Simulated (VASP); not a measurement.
# TiSe2 (P-3m1) in VASP: settings compared

The runs below take TiSe2 through relaxation of cell and atoms, with optB86b-vdW, PBE+D3(BJ).

The COD entry that gives the cell may itself be a prediction, so a difference from it is no test against experiment.

Everything below comes from runs of VASP 6.6.1. Logs are shortened: lines on timing, memory, paths and dates and some standing lists are left out, and cuts for length are marked.

### 1 Starting point

The structure is trigonal, space group P-3m1 (No. 164). The conventional cell has a = 3.522 Å, b = 3.522 Å, c = 5.993 Å, α = 90.00°, β = 90.00°, γ = 120.00°. Ti (site symmetry -3m) has 6 Se at 2.55 Å as nearest neighbours. Se (site symmetry 3m) has 3 Ti at 2.55 Å as nearest neighbours.

### 2 Relaxation of cell and atoms, optB86b-vdW

Input file INCAR:

```
SYSTEM = TiSe2
PREC     = Accurate       ! precision mode
ENCUT    = 600            ! plane-wave cutoff, eV
EDIFF    = 1E-7           ! SCF threshold, eV
ISMEAR   = 1              ! smearing method
SIGMA    = 0.1            ! smearing width, eV
LREAL    = .False.        ! projectors in reciprocal space
LASPH    = .True.         ! aspherical terms in the spheres
NELM     = 80             ! most SCF steps
ALGO     = Normal         ! electronic algorithm
ISIF     = 3              ! what is computed and relaxed
LWAVE    = .False.        ! write WAVECAR
LCHARG   = .False.        ! write CHGCAR
GGA      = MK             ! functional
LUSE_VDW = .True.       
AGGAC    = 0.0          
PARAM1   = 0.1234       
PARAM2   = 1.0          
IBRION   = 2              ! ionic algorithm
NSW      = 90             ! ionic steps
EDIFFG   = -0.005         ! ionic threshold
```

Input file KPOINTS:

```
Automatic mesh
0
Gamma
  12 12 6
  0 0 0
```

Input file POSCAR:

```
TiSe2                                   
1.0
    3.5218445446      0.0000000000      0.0000000000
   -1.7609222723      3.0500068438      0.0000000000
    0.0000000000      0.0000000000      5.9933692262
  Ti              Se            
     1     2
Direct
     0.0000000000000000    0.0000000000000000    0.0000000000000000
     0.3333333332999970    0.6666666667000030    0.2579743409891008
     0.6666666667000030    0.3333333332999970    0.7420256590108993
```

Potentials or basis: VASP PAW PBE potentials, release 64 (Ti_sv, Se).

Command:

```bash
> cat potpaw_PBE.64/Ti_sv/POTCAR potpaw_PBE.64/Se/POTCAR > POTCAR
> mpirun -np 1 vasp_std > vasp.out
```

OUTCAR:

```text
SYSTEM = TiSe2
   PREC = Accurate
   ENCUT = 600
   EDIFF = 1E-7
   ISMEAR = 1
   LREAL = .False.
   LASPH = .True.
   NELM = 80
   ISIF = 3
   GGA = MK
   IBRION = 2
   NSW = 90
   EDIFFG = -0.005

 ion  position               nearest neighbor table
   1  0.000  0.000  0.000-   2 2.55   3 2.55   2 2.55   3 2.55   3 2.55   2 2.55
   2  0.333  0.667  0.258-   1 2.55   1 2.55   1 2.55
   3  0.667  0.333  0.742-   1 2.55   1 2.55   1 2.55

  LATTYP: Found a hexagonal cell.
 ALAT       =     3.5218445446
 C/A-ratio  =     1.7017699533

  Lattice vectors:

 A1 = (   3.5218445446,   0.0000000000,   0.0000000000)
 A2 = (  -1.7609222723,   3.0500068438,   0.0000000000)
 A3 = (   0.0000000000,   0.0000000000,   5.9933692262)

Analysis of symmetry for initial positions (statically):
=====================================================================
 Subroutine PRICEL returns:
 Original cell was already a primitive cell.

 Routine SETGRP: Setting up the symmetry group for a
 hexagonal supercell.

 Subroutine GETGRP returns: Found 12 space group operations
 (whereof 12 operations were pure point group operations)
 out of a pool of 24 trial point group operations.

The static configuration has the point symmetry D_3d.

Analysis of symmetry for dynamics (positions and initial velocities):
=====================================================================
 Subroutine PRICEL returns:
 Original cell was already a primitive cell.

 Routine SETGRP: Setting up the symmetry group for a
 hexagonal supercell.

 Subroutine GETGRP returns: Found 12 space group operations
 (whereof 12 operations were pure point group operations)
 out of a pool of 24 trial point group operations.

The dynamic configuration has the point symmetry D_3d.

 Subroutine INISYM returns: Found 12 space group operations
 (whereof 12 operations are pure point group operations),
 and found     1 'primitive' translations

----------------------------------------------------------------------------------------

                                     Primitive cell

  volume of cell :      64.3787

  direct lattice vectors                    reciprocal lattice vectors
     3.521844545  0.000000000  0.000000000     0.283942118  0.163934058  0.000000000
    -1.760922272  3.050006844  0.000000000     0.000000000  0.327868117  0.000000000
     0.000000000  0.000000000  5.993369226     0.000000000  0.000000000  0.166851059

  length of vectors
     3.521844545  3.521844545  5.993369226     0.327868117  0.327868117  0.166851059

  position of ions in fractional coordinates (direct lattice)
     0.000000000  0.000000000  0.000000000
     0.333333333  0.666666667  0.257974341
     0.666666667  0.333333333  0.742025659

  ion indices of the primitive-cell ions
   primitive index   ion index
                 1           1
                 2           2
                 3           3

----------------------------------------------------------------------------------------

 KPOINTS: Automatic mesh

Automatic generation of k-mesh.
 Grid dimensions read from file:
 generate k-points for:   12   12    6

 Generating k-lattice:

  Cartesian coordinates                     Fractional coordinates (reciprocal lattice)
     0.023661843  0.013661172  0.000000000     0.083333333 -0.000000000  0.000000000
     0.000000000  0.027322343  0.000000000     0.000000000  0.083333333  0.000000000
     0.000000000  0.000000000  0.027808510     0.000000000  0.000000000  0.166666667

  Length of vectors
     0.027322343  0.027322343  0.027808510

  Shift w.r.t. Gamma in fractional coordinates (k-lattice)
     0.000000000  0.000000000  0.000000000

 Subroutine IBZKPT returns following result:
 ===========================================

 Found    100 irreducible k-points:

 Following reciprocal coordinates:
            Coordinates               Weight
  0.000000  0.000000  0.000000      1.000000
  0.083333  0.000000  0.000000      6.000000
  0.166667  0.000000  0.000000      6.000000
  0.250000  0.000000  0.000000      6.000000
  0.333333  0.000000  0.000000      6.000000
  0.416667 -0.000000  0.000000      6.000000
[... 16 lines left out ...]
  0.166667  0.000000  0.166667      6.000000
  0.000000  0.166667  0.166667      6.000000
 [... further k-points ...]
   k-points           NKPTS =    100   k-points in BZ     NKDIM =    100   number of bands    NBANDS=     16
   number of dos      NEDOS =    301   number of ions     NIONS =      3
   total plane-waves  NPLWV =  37632
   dimension x,y,z NGX =    28 NGY =   28 NGZ =   48
   dimension x,y,z NGXF=    56 NGYF=   56 NGZF=   96
   ions per type =               1   2
   NGX,Y,Z   is equivalent  to a cutoff of  13.22, 13.22, 13.31 a.u.
   NGXF,Y,Z  is equivalent  to a cutoff of  26.43, 26.43, 26.63 a.u.
 SYSTEM =  TiSe2
   PREC   = accura    normal or accurate (medium, high low for compatibility)
   ISTART =      0    job   : 0-new  1-cont  2-samecut
   ICHARG =      2    charge: 1-file 2-atom 10-const
   ISPIN  =      1    spin polarized calculation?
   LNONCOLLINEAR =      F non collinear calculations
   LSORBIT =      F    spin-orbit coupling
   LASPH  =      T    aspherical Exc in radial PAW
   ENCUT  =  600.0 eV  44.10 Ry    6.64 a.u.   7.03  7.03 11.97*2*pi/ulx,y,z
   NELM   =     80;   NELMIN=  2; NELMDL= -5     # of ELM steps
   EDIFF  = 0.1E-06   stopping-criterion for ELM
   LREAL  =      F    real-space projection
   EDIFFG = -.5E-02   stopping-criterion for IOM
   NSW    =     90    number of steps for IOM
   IBRION =      2    ionic relax: 0-MD 1-quasi-New 2-CG
   NFREE  =      1    steps in history (QN), initial steepest desc. (CG)
   ISIF   =      3    stress and relaxation
   ISYM   =      2    0-nonsym 1-usesym 2-fastsym
   POTIM  = 0.5000    time-step for ionic-motion
   TEBEG  =    0.0;   TEEND  =   0.0 temperature during run
   PSTRESS=    0.0 pullay stress
   NELECT =      24.0000    total number of electrons
   NUPDOWN=      -1.0000    fix difference up-down
   EMIN   =  10.00;   EMAX   =-10.00  energy-range for DOS
   EFERMI =   0.00;   METHOD = LEGACY
   ISMEAR =     1;   SIGMA  =   0.10  broadening in eV -4-tet -1-fermi 0-gaus
   EFERMI_NEDOS =   21; number of points for ismear=-14 and -15
   IALGO  =     38    algorithm
   IMIX   =      4    mixing-type and parameters
     AMIX     =   0.40;   BMIX     =  1.00
     AMIX_MAG =   1.60;   BMIX_MAG =  1.00
  volume/ion in A,a.u.               =      21.46       144.82
  Fermi-wavevector in a.u.,A,eV,Ry     =   1.178233  2.226538 18.888061  1.388233
  Thomas-Fermi vector in A             =   2.314566
   LORBIT       =      0    0 simple, 1 ext, 2 COOP (PROOUT), +10 PAW based schemes
   GGA     = MK    functional components
   LHFCALC =     F    Hartree Fock is set to
   AEXX    =    0.0000 exact exchange contribution
   IVDW_NL    =     1    kernel type
   BPARAM     = 6.3000
   IVDW    =     0    specifies the selected vdW correction
   LEPSILON=     F    determine dielectric tensor
   LRPA    =     F    only Hartree local field effects (RPA)
 conjugate gradient relaxation of ions
 non-spin polarized calculation
 Methfessel and Paxton  Order N= 1 SIGMA  =   0.10
  energy-cutoff  :      600.00
  volume of cell :       64.38
 maximum number of plane-waves:      2176
   NGX = 15   NGY = 15   NGZ = 23

--------------------------------------- Ionic step        1  -------------------------------------------

 number of electron      24.0000001 magnetization

 Free energy of the ion-electron system (eV)
  ---------------------------------------------------
  ext. energy  EPLUGINS =         0.00000000
  ---------------------------------------------------
  free energy    TOTEN  =       -12.43002720 eV

  energy without entropy =      -12.43023262  energy(sigma->0) =      -12.43009567

------------------------ aborting loop because EDIFF is reached ----------------------------------------

  FORCE on cell =-STRESS in cart. coord.  units (eV):
  Direction    XX          YY          ZZ          XY          YZ          ZX
  --------------------------------------------------------------------------------------
  -------------------------------------------------------------------------------------
  Total       -0.0204432     -0.0204432      0.0038050     -0.0000000      0.0000000      0.0000000
  in kB       -0.5087663     -0.5087663      0.0946938     -0.0000000      0.0000000      0.0000000
  external PRESSURE =      -0.3076130 kB  Pullay stress =       0.0000000 kB
[... 102 lines left out ...]
Total vdW correction in eV:      3.8262384

--------------------------------------- Ionic step        4  -------------------------------------------

 number of electron      24.0000001 magnetization

 Free energy of the ion-electron system (eV)
  ---------------------------------------------------
  ext. energy  EPLUGINS =         0.00000000
  ---------------------------------------------------
  free energy    TOTEN  =       -12.43003914 eV

  energy without entropy =      -12.43021165  energy(sigma->0) =      -12.43009664

 E-fermi :   4.8193     XC(G=0): -10.1084

 val. band max:        4.8166217867   @ k =   0.0000   0.3333   0.3333
 cond. band min:       4.8449187071   @ k =   0.0000   0.4167   0.1667
 fundamental gap:      0.0282969204
 Fermi energy:         4.8192989651

 k-point     1 :       0.0000    0.0000    0.0000
  band No.  band energies     occupation
      1     -52.6109      2.00000
      2     -28.9464      2.00000
      3     -28.9360      2.00000
      4     -28.9360      2.00000
      5      -9.1554      2.00000
      6      -7.7257      2.00000
[... 8 lines left out ...]
     15       5.4284     -0.00000
     16       8.0953      0.00000
[... 420 lines left out ...]
  band No.  band energies     occupation
      1     -52.6089      2.00000
      2     -28.9592      2.00000
      3     -28.9414      2.00000
      4     -28.9412      2.00000
      5      -8.8019      2.00000
      6      -7.7188      2.00000
[... 8 lines left out ...]
     15       6.2908     -0.00000
     16       7.6087      0.00000

 [... further k-points ...]

------------------------ aborting loop because EDIFF is reached ----------------------------------------

  FORCE on cell =-STRESS in cart. coord.  units (eV):
  Direction    XX          YY          ZZ          XY          YZ          ZX
  --------------------------------------------------------------------------------------
  -------------------------------------------------------------------------------------
  Total       -0.0003695     -0.0003695     -0.0073523     -0.0000000      0.0000000      0.0000000
  in kB       -0.0092029     -0.0092029     -0.1830952     -0.0000000      0.0000000      0.0000000
  external PRESSURE =      -0.0671670 kB  Pullay stress =       0.0000000 kB
[... 18 lines left out ...]
  FREE ENERGIE OF THE ION-ELECTRON SYSTEM (eV)
  ---------------------------------------------------
  free  energy   TOTEN  =       -12.4300391357 eV

  energy  without entropy=      -12.4302116500  energy(sigma->0) =      -12.43009664

Total vdW correction in eV:      3.8262778

 reached required accuracy - stopping structural energy minimisation
```

It took 4.4 min on 1 thread of Intel Xeon Platinum 8488C (Sapphire Rapids), shared host; peak memory 0.5 GiB.

What came out:

| Property | Result |
| --- | --- |
| Free energy | -12.4300 eV |
| Relaxed volume | 21.45 Å³/atom |
| Relaxed cell | a = 3.520 Å, b = 3.520 Å, c = 5.995 Å, α = 90.00°, β = 90.00°, γ = 120.00° |
| Space group after relaxing (to 0.05 Å) | P-3m1 (No. 164) |
| Energy gained by relaxing | 0.0 meV/atom |
| Ionic steps | 4 |
| Pressure after relaxing | 0.0 GPa |
| Band gap on the k mesh | none (metal or under the smearing width) |

Final structure:
```cif
data_structure
_symmetry_space_group_name_H-M 'P 1'
_symmetry_Int_Tables_number 1
_cell_length_a 3.5201
_cell_length_b 3.5201
_cell_length_c 5.9954
_cell_angle_alpha 90.000
_cell_angle_beta 90.000
_cell_angle_gamma 120.000
_cell_volume 64.34
loop_
_atom_site_label
_atom_site_type_symbol
_atom_site_fract_x
_atom_site_fract_y
_atom_site_fract_z
_atom_site_occupancy
Ti1 Ti 0.00000 0.00000 0.00000 1
Se1 Se 0.33333 0.66667 0.25807 1
Se2 Se 0.66667 0.33333 0.74193 1
```

Levels at points of the mesh, in eV from the Fermi level:
```csv
k point,band 8,band 9,band 10,band 11,band 12,band 13,band 14,band 15,band 16
"(0.00, 0.00, 0.00)",-2.25,-2.25,0.20,0.46,0.46,0.53,0.53,0.61,3.28
"(0.50, 0.00, 0.00)",-3.76,-2.77,-2.73,-2.25,-1.35,0.08,1.36,1.77,3.17
"(0.00, 0.00, 0.50)",-2.67,-2.19,-2.19,0.29,0.29,0.45,0.45,1.22,3.62
"(0.50, 0.00, 0.50)",-4.58,-2.73,-2.48,-1.18,-0.91,-0.19,1.36,1.74,3.05
```

Caveat: the PAW data sets were made with another functional, which shifts forces and pressure a little.

### 3 Relaxation of cell and atoms, PBE+D3(BJ)

This run uses another cell than the first one, of 21.67 Å³/atom, 1.010 times its volume.

Input file INCAR:

```
  ALGO = Normal
  EDIFF = 1E-6
  EDIFFG = -0.01
  ENCUT = 600
  GGA = PE
  IBRION = 2
  ISIF = 3
  ISMEAR = 1
  IVDW = 12
  LASPH = T
  LCHARG = F
  LREAL = F
  LWAVE = F
  NELM = 80
  NSW = 90
  PREC = Accurate
  SIGMA = 0.1
```

Input file KPOINTS:

```
k-points
0
Gamma
  12 12 6
```

Input file POSCAR:

```
TiSe2
1.0
    3.5360000000      0.0000000000      0.0000000000
   -1.7680000000      3.0622658278      0.0000000000
    0.0000000000      0.0000000000      6.0040000000
Ti Se
1 2
Direct
    0.0000000000      0.0000000000      0.0000000000
    0.3333333333      0.6666666667      0.2552000000
    0.6666666667      0.3333333333      0.7448000000
```

Potentials or basis: VASP PAW PBE potentials, release 64 (Ti_sv, Se).

Command:

```bash
> cat potpaw_PBE.64/Ti_sv/POTCAR potpaw_PBE.64/Se/POTCAR > POTCAR
> mpirun -np 1 vasp_std > vasp.out
```

Wall time 7.1 min (1 thread of Intel Xeon Platinum 8488C (Sapphire Rapids), shared host); peak memory 0.3 GiB.

Results (log left out):

| Property | Result |
| --- | --- |
| Free energy | -19.4762 eV |
| Relaxed volume | 20.50 Å³/atom |
| Relaxed cell | a = 3.482 Å, b = 3.482 Å, c = 5.859 Å, α = 90.00°, β = 90.00°, γ = 120.00° |
| Space group after relaxing (to 0.05 Å) | P-3m1 (No. 164) |
| Energy gained by relaxing | 7.6 meV/atom |
| Ionic steps | 10 |
| Pressure after relaxing | 0.0 GPa |
| Largest force after relaxing | 0.008 eV/Å |
| Band gap on the k mesh | none (metal or under the smearing width) |
| Dispersion energy per atom | -0.451 eV |

Forces on the atoms (eV/Å):
```
Ti   0.000  0.000  0.000
Se   0.000  0.000 -0.008
Se   0.000  0.000  0.008
```

Step by step:
| step | energy change (eV) | largest force (eV/Å) | pressure (GPa) | volume (Å³) |
| --- | --- | --- | --- | --- |
| 1 | 0.0000 | 0.0905 | -1.57 | 65.01 |
| 2 | -0.0085 | 0.3343 | 0.77 | 63.04 |
| 3 | -0.0091 | 0.2857 | 0.30 | 63.41 |
| 4 | -0.0154 | 0.1559 | 0.07 | 62.97 |
| 5 | -0.0171 | 0.0444 | -0.12 | 62.60 |
| 6 | -0.0193 | 0.0390 | -0.05 | 62.32 |
| 7 | -0.0226 | 0.0178 | 0.18 | 61.46 |
| 8 | -0.0226 | 0.0158 | 0.20 | 61.41 |
| 9 | -0.0222 | 0.0692 | -0.44 | 61.77 |
| 10 | -0.0227 | 0.0080 | 0.00 | 61.51 |

Final structure:
```
Ti Se
1.0
     3.48178    0.00000    0.00000
    -1.74089    3.01531    0.00000
     0.00000    0.00000    5.85864
Ti Se
1 2
Direct
  0.00000 0.00000 0.00000
  0.33333 0.66667 0.26539
  0.66667 0.33333 0.73461
```

Levels at points of the mesh, in eV from the Fermi level:
| k point | band 10 | band 11 | band 12 | band 13 | band 14 | band 15 |
| --- | --- | --- | --- | --- | --- | --- |
| (0.00, 0.00, 0.00) | 0.38 | 0.52 | 0.52 | 0.58 | 0.62 | 0.62 |
| (0.50, 0.00, 0.00) | -2.86 | -2.24 | -1.42 | 0.05 | 1.48 | 1.90 |
| (0.00, 0.00, 0.50) | -2.16 | 0.29 | 0.29 | 0.50 | 0.50 | 1.28 |
| (0.50, 0.00, 0.50) | -2.54 | -1.12 | -0.84 | -0.25 | 1.47 | 1.87 |
